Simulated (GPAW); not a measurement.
Computed results, one entry a study.

```cif
data_znse
_symmetry_space_group_name_H-M 'F-43m'
_symmetry_Int_Tables_number 216
_cell_length_a 5.6676
_cell_length_b 5.6676
_cell_length_c 5.6676
_cell_angle_alpha 90.000
_cell_angle_beta 90.000
_cell_angle_gamma 90.000
_cell_volume 182.05
loop_
_atom_site_label
_atom_site_type_symbol
_atom_site_symmetry_multiplicity
_atom_site_Wyckoff_symbol
_atom_site_fract_x
_atom_site_fract_y
_atom_site_fract_z
_atom_site_occupancy
Zn1 Zn 4 a 0.00000 0.00000 0.00000 1
Se1 Se 4 d 0.25000 0.25000 0.75000 1
_calc_subject 'A GW chain in GPAW: ZnSe (Stilleite)'
_calc_method 'DFT, LDA, plane waves, PAW (and 1 further level or step)'
_calc_program 'GPAW 26.7.0'
_calc_settings_of_one_run 'cutoff 600 eV, GPAW PAW setups 1.2.1 data release, 6×6×6 k-mesh, nbands 199'
_calc_cost '4 runs, 7.2 min in all on 8 MPI ranks of AMD EPYC (Zen 3), shared host (the runs of this entry)'
_calc_notes 'The cell and positions come from the Crystallography Open Database and are kept as given unless a step says otherwise. Limits: no spin-orbit coupling. Bands and cutoff are finite, so the gap is not at the basis limit. The miss can reach some tenths of an eV and take either sign; the mesh is an error of its own.'
_calc_lda_gap '1.04 eV, direct'
_calc_g0w0_gap_on_the_mesh '2.34 eV'
_calc_gw_settings '6×6×6 mesh, 189 bands, screening to 150 eV, Godby-Needs plasmon pole'
_calc_known_limits 'not at the basis limit; no spin-orbit coupling'
```

[Paths, hosts, dates, memory and timing lines, banners, echoed tables and standing remarks are left out of the program output.]

[Logs are printed without paths, hosts, clocks, repeated set-up lines and the standing remarks that a program may print on its own settings, such as how far it seeks lower states.]

[Runs of the session that timed out or met a known fault of the program may be left out.]

[Hosts, paths, dates, database ids (printed as entryN), source tags and the programs' standing remarks are cut or masked in the printed files.]
